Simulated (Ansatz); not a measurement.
Runs of Ansatz 0.2.0 on P. It takes space group Cmce (No. 64, orthorhombic). The conventional cell has a = 3.295 Å, b = 10.930 Å, c = 4.544 Å, α = 90.00°, β = 90.00°, γ = 90.00°. P (site symmetry m) is surrounded by 3 P at 2.20 to 2.25 Å. 

```csv
task,level,cell,k mesh,points for each segment of the path,gap on the mesh (eV),pressure (GPa),relaxed volume (Å³/atom),largest force (eV/Å)
relaxation of cell and atoms,revPBE+D3(BJ),relaxed,8 × 8 × 6,-,none,0.0,(c),-
band structure,revPBE,as given,8 × 8 × 6,14,0.14,3.3,-,0.36
relaxation of cell and atoms,RPBE,relaxed,8 × 8 × 6,-,0.87,0.0,28.72,-
relaxation of cell and atoms,revPBE+D4,relaxed,8 × 8 × 6,-,-,0.0,15.83,0.01
phonons,LDA,as given,6 × 6 × 5,-,none,-,-,-
relaxation of cell and atoms,PBEsol+D4,relaxed,8 × 8 × 6,-,-,0.0,(d),-
relaxation of cell and atoms,RPBE+D4,relaxed,8 × 8 × 6,-,-,0.0,15.45,-
relaxation of cell and atoms,BLYP+D3(BJ),relaxed,8 × 8 × 6,-,-,0.0,(b),-
relaxation of cell and atoms,LDA,relaxed,8 × 8 × 6,-,-,0.0,17.21,-
relaxation of cell and atoms,PBEsol,relaxed,8 × 8 × 6,-,none,0.0,17.87,-
band structure,RPBE,as given,8 × 8 × 6,14,0.16,(a),-,0.36
relaxation of cell and atoms,BLYP+D4,relaxed,8 × 8 × 6,-,0.20,0.0,18.77,-
```

Alike in all rows: potentials or basis Ansatz PAW; no spin polarisation; cutoff (eV) 420; smearing fermi-dirac 0.05 eV.

**Question.** Estimate the missing entries.

**Answer.** (a) 3.8; (b) 18.42; (c) 15.75; (d) 16.20.

Caveats: the PAW data sets come from PBE, with cores solved anew for the run's functional, which leaves a small shift of forces and pressure; the plane-wave basis is chosen anew once the cell has moved, so the energies of steps on either side of that aren't comparable (some runs); the volume moved by over 15 % at a fixed basis, so the end points are rough (some runs); pairwise dispersion overbinds metals, which lowers pressure and volume (some runs).

A k mesh can miss the band edges.

A gap of «none» marks a metal or a gap under the smearing width.

Runs at the PBE level aren't shown here.
